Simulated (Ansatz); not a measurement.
# InP (F-43m) in Ansatz: single point with r2SCANh

Aim: the single point of InP with r2SCANh.

Program: Ansatz 0.2.0. These are calculated values, not measurements. Logs are shortened: lines on timing, memory, paths and dates and some standing lists are left out, and cuts for length are marked.

**The experiment to reproduce.**

A printed reference work, data compilation reports, for a bulk crystal of InP at 1.6 K: band gap 1.4236 eV (direct).

The results are compared with them further down.

### Step 1. The crystal as given

Symmetry: F-43m, No. 216, cubic system. The conventional cell has a = 5.861 Å, b = 5.861 Å, c = 5.861 Å, α = 90.00°, β = 90.00°, γ = 90.00°. In (site symmetry -43m) is surrounded by 4 P at 2.54 Å. P (site symmetry -43m) has 4 In at 2.54 Å as nearest neighbours.

### Step 2. Single point, r2SCANh, spin-orbit coupling, no magnetisation

Contents of input.yaml:

```yaml
crystal:
  lattice:
    - [0.0, 2.9305, 2.9305]
    - [2.9305, 0.0, 2.9305]
    - [2.9305, 2.9305, 0.0]
  atoms:
    - { symbol: In, position_ang: [0.0, 0.0, 0.0] }
    - { symbol: P, position_ang: [4.39575, 4.39575, 4.39575] }
hamiltonian:
  xc: r2scanh
  pseudopotentials: { kind: paw_fr }
magnetization:
  noncollinear: true
  spin_orbit: true
kpoints:
  mp_grid: { grid: [5, 5, 5] }
scf:
  occupations: { method: cold, width: 0.025 }
output:
  forces: true
  stress: true
  eigenvalues: true
```

Potentials or basis: Ansatz PAW.

Started as:

```console
$ ansatz run input.yaml --threads 1 --pin off --max-ram 2560MiB --backend cpu --events-out ev --progress --plain --runs-dir out
```

Standard output:

```text
Warning: output.stress: scf.convergence.dr2_threshold = 1e-7 eV (the SCF's general default) is looser than the 2e-10 eV advised for a printed stress (1e-10 eV for each atom of the cell: 2). What an SCF threshold leaves in a stress goes as its square root, and in the free energy as the threshold itself, and one threshold admits the most on a small cell: of the crystals measured, under no hybrid functional and no lock of the moments, on runs that ended without the residual-converged pass, on stresses that held no estimate of that error, the worst erred by over 100 MPa in a component at 1e-7 eV an atom and by under 5 at 1e-10. Set scf.convergence.dr2_threshold to 2e-10 eV or tighter. The threshold is an SCF's pass mark: one that does not reach it within its budget of iterations ends unconverged, or closes short of it on a stop that the run arms, and scf.convergence.dr2_threshold's page says what that costs each kind of run
Warning: output.stress: scf.exx.energy_threshold = 1e-6 eV is looser than the 2e-8 eV advised for a stress under a hybrid functional (1e-8 eV for each atom of the cell: 2). Every SCF of the exchange loop can meet its threshold on dr2 while the loop round them stops early: no threshold on dr2 bounds what that leaves in the stress. Set scf.exx.energy_threshold to 2e-8 eV or tighter. The threshold is the loop's pass mark: a loop that does not reach it within its budget of cycles ends unconverged, and scf.exx.energy_threshold's page has the law
Warning: RAYON_NUM_THREADS=1 ignored (pool sized by the plan → 1); use --threads N
Engine: ansatz 0.2.0, x86_64-unknown-linux-gnu
Pseudopotentials: kind: paw_fr
Pseudopotential: In, paw_fr, valence charge 13, recommended cutoff 500 eV (meta_gga), In.paw.azcp#standard-fr
Pseudopotential: P, paw_fr, valence charge 5, recommended cutoff 500 eV (meta_gga), P.paw.azcp#standard-fr
Functional definition: r2SCANh
  parameter a = 0.1
  parameter k0 = 0.174
  parameter k1 = 0.065
  parameter a1 = 4.9479
  exchange = (1 - a)*r2scan_x(k0 = k0, k1 = k1, a1 = a1) + a*exact_x
  correlation = r2scan_c
non-collinear run that drives no moment, with spin-orbit: no starting moment large enough to seed its density (crystal.atoms[].spin), no starting occupations that ask for one, no magnetisation constraint and no magnetic field, so the semilocal B_xc is pinned to zero
Crystal: 2 atoms, lattice volume = 50.333 Å³
Basis set: ecut = 500 eV, 1243 PW (Γ), exchange–correlation on 128×128×128 points (64 copies of the dense FFT grid, shifted against one another)
Bands: 26, of which v1, the nominal top of the filled ones, is band 18 counted from 1 (17 counted from 0)
Symmetry: 24 space group operations + 24 with time reversal
Magnetic group: BNS 216.75 (UNI 1577), of the structure as read, at distance tolerance 3.7e-5 Å
k-points: 10 of 125 (time reversal used)
Projection manifold: j_resolved (fully-relativistic pseudo-atomic orbitals)
Non-local potential: In, projectors of the file, l = 0: 2, l = 1: 4, l = 2: 4, l = 3: 4
Non-local potential: P, projectors of the file, l = 0: 2, l = 1: 4, l = 2: 4
PAW form: soft (Blöchl's): semilocal exchange-correlation on the pseudo side does not see the compensation charge
PAW frozen core: In, regenerated for the run's functional, and the local potential with it (the file was generated under x = pbe(κ = 0.804, μ = 0.2195149727645171), c = pbe(β = 0.06672455060314922))
PAW frozen core: P, regenerated for the run's functional, and the local potential with it (the file was generated under x = pbe(κ = 0.804, μ = 0.2195149727645171), c = pbe(β = 0.06672455060314922))
PAW one-centre angular grid: In, 590 points (default); XC on 281 of its mesh's 2783 points in the sphere
PAW one-centre angular grid: P, 302 points (default); XC on 160 Gauss nodes
Initial density: superposition of atomic densities (chi_scale 0.1, normalization cell, long waves kept (reshape's long-wave potential 0.00 eV rms))
Initial wavefunctions: pseudopotential atomic-orbital guess
Functional: x = r2scan, c = r2scan; τ floored in thin density (d = 2e-4 eV/Å³), warm-up for x = 0.9 r2scan + 0.1 exact, c = r2scan; τ floored in thin density (d = 2e-4 eV/Å³)
iter 1 solved again at ethr=4.71e-3 eV; its pass at ethr=1.00e-1 eV (dr2=8.47e-1 eV) is discarded
SCF iter   1: F=—  HF=-6361.933873 eV  |F-HF|=—  |Δ(HF+E_count)|=         —  Δρ=3.63e-2  dr2=8.44e-1  dr2_τ=4.53e-3  dr2_m=0.00e0 (ungated)  ethr=4.71e-3  |M|=0.00e0 ∫|m|=0.00e0 μB  |m|>n=0.0e0 m-floor=0.0e0 τ_xc=0.0e0  β_m=0.30  ⟨swp⟩=2.9  Hψ=1538  notcnv=0
preconditioner: auto → none  [insulator: Δε(μ)=1.251 eV  Ē_g=15.335 eV  σ=0.025 eV  W_gap=1.00  n_scr=14 (ndim 8)  ℏωp=22.2 eV  f_vac=0.000  D(μ)=0.00/eV (n_scr^D=0)]
SCF iter   2: F=—  HF=-6361.822630 eV  |F-HF|=—  |Δ(HF+E_count)|=   1.11e-1  S|Δr|=    0.00e0  Δρ=2.38e-2  dr2=2.38e-1  dr2_τ=4.31e-4  dr2_m=0.00e0 (ungated)  ethr=4.69e-3  |M|=0.00e0 ∫|m|=0.00e0 μB  |m|>n=0.0e0 m-floor=0.0e0 τ_xc=0.0e0  β_m=0.46  ⟨swp⟩=2.6  Hψ=533  notcnv=0  defer=1
iter 3 solved again at ethr=8.66e-5 eV; its pass at ethr=1.32e-3 eV (dr2=1.56e-2 eV) is discarded
SCF iter   3: F=—  HF=-6361.839305 eV  |F-HF|=—  |Δ(HF+E_count)|=   1.67e-2  S|Δr|=    0.00e0  Δρ=7.23e-3  dr2=1.59e-2  dr2_τ=7.65e-5  dr2_m=0.00e0 (ungated)  ethr=8.66e-5  |M|=0.00e0 ∫|m|=0.00e0 μB  |m|>n=0.0e0 m-floor=0.0e0 τ_xc=0.0e0  β_m=0.60  ⟨swp⟩=3.6  Hψ=1263  notcnv=0  defer=6
SCF iter   4: F=—  HF=-6361.842981 eV  |F-HF|=—  |Δ(HF+E_count)|=   3.68e-3  S|Δr|=    0.00e0  Δρ=8.33e-4  dr2=1.62e-4  dr2_τ=1.47e-5  dr2_m=0.00e0 (ungated)  ethr=8.66e-5  |M|=0.00e0 ∫|m|=0.00e0 μB  |m|>n=0.0e0 m-floor=0.0e0 τ_xc=0.0e0  β_m=0.60  ⟨swp⟩=2.6  Hψ=535  notcnv=0  defer=4
SCF iter   5: F=-6361.843143 eV  HF=-6361.843140 eV  |F-HF|=3.38e-6  |Δ(HF+E_count)|=   1.59e-4  S|Δr|=    0.00e0  Δρ=2.31e-4  dr2=1.10e-5  dr2_τ=3.89e-7  dr2_m=0.00e0 (ungated)  ethr=8.98e-7  |M|=0.00e0 ∫|m|=0.00e0 μB  |m|>n=0.0e0 m-floor=0.0e0 τ_xc=0.0e0  ⟨swp⟩=4.2  Hψ=878  notcnv=0  defer=4
SCF 1 stopped early in 5 iterations: F = -6361.843143 eV  dr2 = 1.10e-5
Projection manifold: j_resolved (fully-relativistic pseudo-atomic orbitals)
Initial density: handed on by an earlier stage of this run
Initial wavefunctions: those handed on with the density
Functional: x = 0.9 r2scan + 0.1 exact, c = r2scan; τ floored in thin density (d = 2e-4 eV/Å³)
Frozen-core exchange: fock
SCF iter   1: F=—  HF=-6361.336328 eV  |F-HF|=—  |Δ(HF+E_count)|=         —  Δρ=1.01e-3  dr2=3.10e-4  dr2_τ=5.65e-6  dr2_m=0.00e0 (ungated)  ethr=6.11e-7  |M|=0.00e0 ∫|m|=0.00e0 μB  |m|>n=0.0e0 m-floor=0.0e0 τ_xc=0.0e0  β_m=0.30  ⟨swp⟩=8.5  Hψ=1373  notcnv=0
preconditioner: auto → none  [insulator: Δε(μ)=1.597 eV  Ē_g=16.498 eV  σ=0.025 eV  W_gap=1.00  n_scr=14 (ndim 8)  ℏωp=22.2 eV  f_vac=0.016  D(μ)=0.00/eV (n_scr^D=0)]
SCF iter   2: F=—  HF=-6361.336436 eV  |F-HF|=—  |Δ(HF+E_count)|=   1.08e-4  S|Δr|=    0.00e0  Δρ=4.05e-4  dr2=9.37e-5  dr2_τ=5.67e-7  dr2_m=0.00e0 (ungated)  ethr=6.11e-7  |M|=0.00e0 ∫|m|=0.00e0 μB  |m|>n=0.0e0 m-floor=0.0e0 τ_xc=0.0e0  β_m=0.65  ⟨swp⟩=3.2  Hψ=598  notcnv=0
SCF iter   3: F=—  HF=-6361.336468 eV  |F-HF|=—  |Δ(HF+E_count)|=   3.28e-5  S|Δr|=    0.00e0  Δρ=1.36e-4  dr2=3.43e-5  dr2_τ=7.45e-7  dr2_m=0.00e0 (ungated)  ethr=3.64e-7  |M|=0.00e0 ∫|m|=0.00e0 μB  |m|>n=0.0e0 m-floor=0.0e0 τ_xc=0.0e0  β_m=0.57  ⟨swp⟩=3.1  Hψ=522  notcnv=0
SCF iter   4: F=—  HF=-6361.336784 eV  |F-HF|=—  |Δ(HF+E_count)|=   3.15e-4  S|Δr|=    0.00e0  Δρ=8.37e-5  dr2=2.70e-6  dr2_τ=2.37e-8  dr2_m=0.00e0 (ungated)  ethr=8.26e-8  |M|=0.00e0 ∫|m|=0.00e0 μB  |m|>n=0.0e0 m-floor=0.0e0 τ_xc=0.0e0  β_m=0.57  ⟨swp⟩=4.1  Hψ=636  notcnv=0  defer=1
SCF iter   5: F=-6361.336784 eV  HF=-6361.336784 eV  |F-HF|=2.08e-8  |Δ(HF+E_count)|=   4.26e-7  S|Δr|=    0.00e0  Δρ=1.57e-5  dr2=2.67e-7  dr2_τ=2.05e-9  dr2_m=0.00e0 (ungated)  ethr=1.42e-8  |M|=0.00e0 ∫|m|=0.00e0 μB  |m|>n=0.0e0 m-floor=0.0e0 τ_xc=0.0e0  ⟨swp⟩=3.7  Hψ=584  notcnv=0  defer=2
SCF 2 stopped early in 5 iterations: F = -6361.336784 eV  dr2 = 2.67e-7
hybrid outer 1: dexx = +2.718e-4 eV, tail = 6.48e-7 eV
Projection manifold: j_resolved (fully-relativistic pseudo-atomic orbitals)
Frozen-core exchange: fock
SCF iter   1: F=—  HF=-6361.336784 eV  |F-HF|=—  |Δ(HF+E_count)|=         —  Δρ=1.07e-5  dr2=7.57e-8  dr2_τ=1.85e-10  dr2_m=0.00e0 (ungated)  ethr=1.80e-8  |M|=0.00e0 ∫|m|=0.00e0 μB  |m|>n=0.0e0 m-floor=0.0e0 τ_xc=0.0e0  β_m=0.30  ⟨swp⟩=6.7  Hψ=794  notcnv=0
preconditioner: auto → none  [insulator: Δε(μ)=1.614 eV  Ē_g=16.494 eV  σ=0.025 eV  W_gap=1.00  n_scr=14 (ndim 8)  ℏωp=22.2 eV  f_vac=0.016  D(μ)=0.00/eV (n_scr^D=0)]
SCF iter   2: F=-6361.336784 eV  HF=-6361.336784 eV  |F-HF|=1.33e-10  |Δ(HF+E_count)|=   4.85e-9  S|Δr|=    0.00e0  Δρ=1.99e-6  dr2=2.71e-9  dr2_τ=1.50e-11  dr2_m=0.00e0 (ungated)  ethr=3.97e-10  |M|=0.00e0 ∫|m|=0.00e0 μB  |m|>n=0.0e0 m-floor=0.0e0 τ_xc=0.0e0  ⟨swp⟩=3.1  Hψ=530  notcnv=0
SCF 3 converged in 2 iterations: F = -6361.336784 eV  dr2 = 2.71e-9
  Residual-converged pass: ⟨swp⟩=3.9  Hψ=636  notcnv=0  max |occ|·‖R‖ = 2.2e-6 eV (tolerance 2.4e-6 eV)  dr2=2.43e-9  dr2_τ=1.85e-11  dr2_m=0.00e0 (ungated)  dr2_onsite=2.64e-10  max |Δocc| = 0.0e0
hybrid outer 2: dexx = +1.158e-8 eV, tail = 6.01e-9 eV, Δε = 2.18e-4 eV (about 2.88e-5 eV left of the loop's levels)
hybrid SCF converged: 2 outer / 7 inner (+5 warm-up), last move |dexx| = 1.16e-8 eV, tail = 6.01e-9 eV
Magnetization: |M| = 0.0000 μB,  M = (+0.0000, +0.0000, +0.0000) μB
Absolute magnetization: 0.0000 μB (∫|m|)
  site 0: m = (+0.0000, +0.0000, +0.0000) μB, |m| = 0.0000 μB  (R = 1.05 Å)
  site 1: m = (+0.0000, +0.0000, +0.0000) μB, |m| = 0.0000 μB  (R = 1.05 Å)
Free energy (F): -6361.336784 eV
Frozen-core exchange: fock
Harris-Foulkes:  -6361.336784 eV  (|F-HF|=1.33e-10)
Internal energy: -6361.336784 eV  (E = F + TS)
E sigma→0 (E₀):  -6361.336784 eV
Fermi energy:    7.419246 eV
Step filling:    the computed levels leave a gap of 1.6137 eV = 64.5 smearing widths at the electron count; against every level under it full and every level over it empty, smearing changes F+E_penalty+E_count by +0.00e0 meV and its σ→0 estimate by +0.00e0 meV
--- Per-component energies (eV) ---
  E_band       = -74.521690
  E_kinetic    = 313.760306
  E_local      = -1399.619115  (includes V_loc(G=0)·N_el)
  E_nonlocal   = 401.355578
  E_hartree    = 553.674162
  E_xc         = -235.782209
  E_vxc        = -155.382221  (∫ρ·V_xc dr)
  E_exx        = -19.157352  (= α·E_x^exact, valence–valence)
  E_paw        = -4755.805958  (= ΣΔE_a)
  E_vpaw       = -312.566728  (= ΣTr[D̂ρ^β])
  E_aug_tail   = 0.000008  (compensation charges beyond the density's cutoff)
  E_vtau       = 8.895410  (kinetic-family band-sum trace: ∫τ·v_τ [+ j·A + Jᵃ·Aᵃ] dr)
  E_ewald      = -1220.708286
  E_core_change = 0.946077  (= ΣΔE_core)
  E_smearing   = -0.000000  (= −TS)
  E_closure    = 0.000004  (closes the sum)
  Σ components = -6361.336784   (vs F -6361.336784, Δ=0.00e0)
--- Forces (eV/Å), atoms counted from 1 ---
  atom   1  In    -0.00000000     0.00000000    -0.00000000
  atom   2  P      0.00000000    -0.00000000     0.00000000
  max |Σ_I F_I| component: 9.25e-17 eV/Å
--- Stress (GPa, compression-positive) ---
        1.152851      -0.000000      -0.000000
       -0.000000       1.152851       0.000000
       -0.000000       0.000000       1.152851
  P = ⅓ Tr σ = 1.1529 GPa (11.529 kbar)
--- Band table (eV; the first three rows and the last of 10) ---
  k-point 0: bands = ["-9.2738", "-9.2738", "-9.2738", "-9.2738", "-8.4855", "-8.4855", "-8.3695", "-8.3695", "-8.3695", "-8.3695", "-5.8935", "-5.8935", "6.4913", "6.4913", "6.5947", "6.5947", "6.5947", "6.5947", "8.2084", "8.2084", "11.2156", "11.2156", "11.6700", "11.6700", "11.6700", "11.6700"]
  k-point 1: bands = ["-9.2808", "-9.2808", "-9.2746", "-9.2637", "-8.4895", "-8.4895", "-8.3875", "-8.3875", "-8.3610", "-8.3476", "-5.4127", "-5.4127", "3.7669", "3.7669", "6.0795", "6.0795", "6.1644", "6.1787", "9.2802", "9.2802", "11.9446", "11.9446", "12.2509", "12.2565", "12.3371", "12.3371"]
  k-point 2: bands = ["-9.2960", "-9.2960", "-9.2661", "-9.2595", "-8.4892", "-8.4892", "-8.4114", "-8.4114", "-8.3321", "-8.3239", "-4.3147", "-4.3147", "0.9473", "0.9473", "5.5310", "5.5310", "5.6406", "5.6483", "8.9767", "8.9767", "12.2065", "12.2065", "12.3801", "12.3822", "14.4489", "14.4489"]
  k-point 9: bands = ["-9.3610", "-9.2927", "-9.2344", "-9.2167", "-8.5818", "-8.4303", "-8.3927", "-8.3719", "-8.3392", "-8.3295", "-3.5308", "-3.5294", "0.8566", "0.8632", "3.2346", "3.3281", "4.0989", "4.1967", "11.2430", "11.2544", "11.5753", "11.5929", "12.5792", "12.7492", "15.3976", "15.4919"]
```

Run time: 2.1 min. Hardware: 1 thread of Intel Xeon 6975P-C (Granite Rapids), shared host; peak memory 1.7 GiB.

Results:

* Free energy: -6361.3368 eV
* Pressure: 1.2 GPa
* Band gap on the k mesh: 1.61 eV, direct

Caveat: odd divisions of the mesh miss points on the zone boundary, where band edges often lie, so the gap on the mesh can be too wide; the PAW data sets come from PBE, with cores solved anew for the run's functional, which leaves a small shift of forces and pressure; the thresholds are loose for stress.

### Step 3. How close it comes

Step 2. A measured gap of InP is 1.4236 eV (direct; 1.6 K; a printed reference work, data compilation); the calculated 1.61 eV misses it by +0.19 eV. The value is that of r2SCANh, without temperature or zero-point motion.
